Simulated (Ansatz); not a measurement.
Mo:

```xyz
1
Lattice="-1.5838 1.5838 1.5838 1.5838 -1.5838 1.5838 1.5838 1.5838 -1.5838" Properties=species:S:1:pos:R:3 pbc="T T T"
Mo    0.0000    0.0000    0.0000
```

A run of Ansatz 0.2.0 on this cell left the log below. Logs are shortened: lines on timing, memory, paths and dates and some standing lists are left out, and cuts for length are marked.

```text
Warning: RAYON_NUM_THREADS=1 ignored (pool sized by the plan → 1); use --threads N
The last accepted step is kept in <dir> (removed where the run ends without a failure and the disk answers)
LAPW: plane waves up to 8.329 Å⁻¹, error target 1.0e-3 eV per atom; small_component_spin mean_spin; Mo in spheres of 1.330 Å, 30 of its electrons in bands, Dirac shells [] (how accurate: hamiltonian.pseudopotentials.lapw.basis_error, Limitations)
Engine: ansatz 0.2.0, aarch64-unknown-linux-gnu
Pseudopotentials: kind: all_electron
Pseudopotential: Mo, LAPW, valence charge 30, lapw/all_electron/scalar/gaussian/Mo, Koelling and Harmon's equation, gaussian nucleus
Functional definition: BLYP
  parameter beta = 0.0042
  parameter a = 0.04918
  parameter b = 0.132
  parameter c = 0.2533
  parameter d = 0.349
  exchange = b88_x(beta = beta)
  correlation = lyp_c(a = a, b = b, c = c, d = d)
Crystal: 1 atoms, lattice volume = 15.892 Å³
Basis set: ecut = 264.33584412485953 eV, 141 PW (Γ), exchange–correlation at level 2
Bands: 19, of which v1, the nominal top of the filled ones, is band 15 counted from 1 (14 counted from 0)
Symmetry: 48 space group operations
Space group: Im-3m (ITA 229), of the structure as read, at distance tolerance 2.5e-5 Å
k-points: 72 of 1728
Non-local potential: Mo, projectors of the file, none
Initial density: superposition of atomic densities (chi_scale 0.1, normalization cell)
Initial wavefunctions: plane waves of lowest kinetic energy (no species holds an atomic orbital)
Functional: x = b88, c = lyp
iter 1 solved again at ethr=8.71e-4 eV; its pass at ethr=1.00e-1 eV (dr2=2.61e-1 eV) is discarded
SCF iter   1: F=—  HF=-110191.368531 eV  |F-HF|=—  |Δ(HF+E_count)|=         —  Δρ=5.15e-2  dr2=2.62e-1  ethr=8.71e-4  ⟨swp⟩=2.3  Hψ=8396  notcnv=0
preconditioner: auto → none  [insulator: Δε(μ)=0.120 eV  Ē_g=8.402 eV  σ=0.050 eV  W_gap=0.52  n_scr=12 (ndim 8)  ℏωp=22.8 eV  f_vac=0.000  D(μ)=0.29/eV (n_scr^D=0)  ε∞_Penn≈8.4]
iter 2 solved again at ethr=4.34e-5 eV; its pass at ethr=8.71e-4 eV (dr2=1.30e-2 eV) is discarded
[... 45 lines left out ...]
iter 1 solved again at ethr=1.61e-10 eV; its pass at ethr=1.00e-1 eV (dr2=4.83e-8 eV) is discarded
SCF iter   1: F=—  HF=-110190.923380 eV  |F-HF|=—  |Δ(HF+E_count)|=         —  Δρ=1.60e-5  dr2=2.85e-8  ethr=1.61e-10  ⟨swp⟩=6.7  Hψ=8427  notcnv=0
preconditioner: auto → Kerker (q_TF=auto, 3.017 Å⁻¹)  [metal: Δε(μ)=0.057 eV  Ē_g=7.887 eV  σ=0.050 eV  W_gap=0.28  n_scr=12 (ndim 8)  ℏωp=22.5 eV  f_vac=0.000  D(μ)=0.34/eV (n_scr^D=0)]
SCF iter   2: F=-110190.923379 eV  HF=-110190.923379 eV  |F-HF|=8.83e-9  |Δ(HF+E_count)|=   3.47e-7  Δρ=1.18e-5  dr2=1.68e-8  ethr=9.50e-11  ⟨swp⟩=2.0  Hψ=3973  notcnv=0
SCF 5 converged in 2 iterations: F = -110190.923379 eV  dr2 = 1.68e-8
relax step   5: F+E_penalty+E_count = -110190.92337933 eV  Δ(F+E_penalty+E_count) = -3.741e-8 eV  max|allowed force component| = 0.000e0 eV/Å  Δτ_max = 0.0000 Å  P = +0.009 GPa  Ω = 16.405 Å³  stress off target by 8.51e-3 GPa  SCF on the basis re-selected at this cell (its energy is not comparable with the rows above)  (2 SCF iters)
basis re-selected at this cell: Δ(F+E_penalty+E_count) = -3.741e-8 eV, ΔP = -0.000 GPa vs the last step (what re-selecting the basis moved, after the strain that the cell walked since its last selection, with what the two solves' SCF thresholds leave and, on support functions, any second-order correction that the steps lacked; it is no measure of the basis error at this ecutwfc). This SCF's stress stands 8.51e-3 GPa from its target on what of the cell is left free (relax.cell.stress_tol is 5.00e-2 GPa) and its largest allowed force component is 0.00e0 eV/Å (relax.f_tol is 2.00e-2 eV/Å): within both
SCF converged after 2 iterations
Free energy (F): -110190.923379 eV
Harris-Foulkes:  -110190.923379 eV  (|F-HF|=8.83e-9)
Internal energy: -110190.920676 eV  (E = F + TS)
E sigma→0 (E₀):  -110190.922027 eV
Entropy (-TS):   -0.002704 eV (-2.704 meV/atom)
Fermi energy:    22.663678 eV
--- Per-component energies (eV) ---
  E_band       = -4101.841545
  E_kinetic    = 114198.346149
  E_xc         = -3384.102151
  E_electrostatic = -221005.164673  (all electrons and nuclei)
  E_smearing   = -0.002704  (= −TS)
  E_closure    = 0.000000  (closes the sum)
  E_atoms      = -110181.418296  (free atoms, spherical and without spin; not in F)
  Σ components = -110190.923379   (vs F -110190.923379, Δ=0.00e0)
  Basis errors (estimates in eV, not in F): energy 2.7e-4 per atom: plane waves 2.3e-4 (1.3e-4 summed), levels above the bands 9.6e-80, relativity 8.2e-8, radial functions 4.5e-5, core shells 2.5e-7; eigenvalues (radial functions only) 1.5e-6; not estimated: angular momenta, meshes, grids; target (lapw.basis_error) 1.0e-3; muffin-tin radii Mo 1.345 Å
--- Forces (eV/Å), atoms counted from 1 ---
  atom   1  Mo     0.00000000     0.00000000    -0.00000000
  max |Σ_I F_I| component: 2.05e-31 eV/Å
--- Stress (GPa, compression-positive) ---
        0.008506       0.000000       0.000000
        0.000000       0.008506       0.000000
        0.000000       0.000000       0.008506
  P = ⅓ Tr σ = 0.0085 GPa (0.085 kbar)
--- Relaxed structure (4 steps of the walk, 3 accepted, 1 SCFs on fresh bases) ---
  F+E_penalty+E_count = -110190.92337933 eV   max|allowed force component| = 0.000e0 eV/Å   (the final SCF, on the basis selected at the relaxed cell)
  cell:  # Å, volume = 16.4046 Å³
    - [-1.6006695391622954, 1.6006695391622954, 1.6006695391622954]
    - [1.6006695391622954, -1.6006695391622954, 1.6006695391622954]
    - [1.6006695391622954, 1.6006695391622954, -1.6006695391622954]
  atoms:
    - { symbol: Mo, position: [0.0, 0.0, 0.0] }
```

**Question.** What input gives this log?

**Answer.** Relaxation of cell and atoms with BLYP, no spin polarisation. The files as run (others can give the same):

input.yaml
```yaml
crystal:
  lattice:
    - [-1.5838089719, 1.5838089719, 1.5838089719]
    - [1.5838089719, -1.5838089719, 1.5838089719]
    - [1.5838089719, 1.5838089719, -1.5838089719]
  atoms:
    - { symbol: Mo, position: [0.0, 0.0, 0.0] }
kpoints:
  mp_grid: { grid: [12, 12, 12] }
scf:
  occupations: { method: fermi_dirac, width: 0.05 }
hamiltonian:
  xc: blyp
  pseudopotentials: { kind: all_electron, lapw: { basis_error: 0.001 } }
output:
  forces: true
  stress: true
relax:
  f_tol: 0.02
  max_steps: 60
  cell: {}
```

Potentials or basis: all-electron LAPW, scalar-relativistic.
The run is started by
```console
$ ansatz run input.yaml --threads 1 --pin off --max-ram 3072MiB --backend cpu --events-out ev --progress --plain --runs-dir out
```
